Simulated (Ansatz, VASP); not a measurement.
**One calculation of TaSi2, two programs**

```xyz
9
Lattice="4.8044 0.0000 0.0000 -2.4022 4.1607 0.0000 0.0000 0.0000 6.6079" Properties=species:S:1:pos:R:3 pbc="T T T"
Ta    2.4022    0.0000    3.3040
Ta    1.2011    2.0804    5.5066
Ta   -1.2011    2.0804    1.1013
Si    0.0000    1.3255    3.3040
Si    3.6564    0.6628    5.5066
Si    1.2543    3.4979    1.1013
Si    2.4022    2.8352    3.3040
Si   -1.2543    3.4979    5.5066
Si    1.1479    0.6628    1.1013
```

Alike in both runs: task relaxation of cell and atoms; functional PBE; k mesh 9 × 9 × 6; occupations gaussian, width 0.1 eV; no spin polarisation.

```csv
,VASP,Ansatz
version,VASP 6.6.1,Ansatz 0.2.0
potentials or method,"VASP PAW PBE potentials, release 64 (Ta_pv, Si)","scalar-relativistic, plane waves, PAW"
plane-wave cutoff (eV),600,420
valence electrons in the cell,57,63
```

```csv
,VASP,Ansatz,Ansatz less VASP
"gap on the k mesh at the Fermi level, each at its own relaxed structure (eV)",none,none,-
relaxed volume (Å³/atom),14.67,14.66,-0.008
relaxed cell length with the largest relative difference (Å),4.806,4.805,-0.0009
```

A gap of «none» marks a metal or a gap that the smearing closes. The two sets of potentials don't hold the same shells in valence.

Spin-orbit coupling is left out, which matters for the levels of Ta.
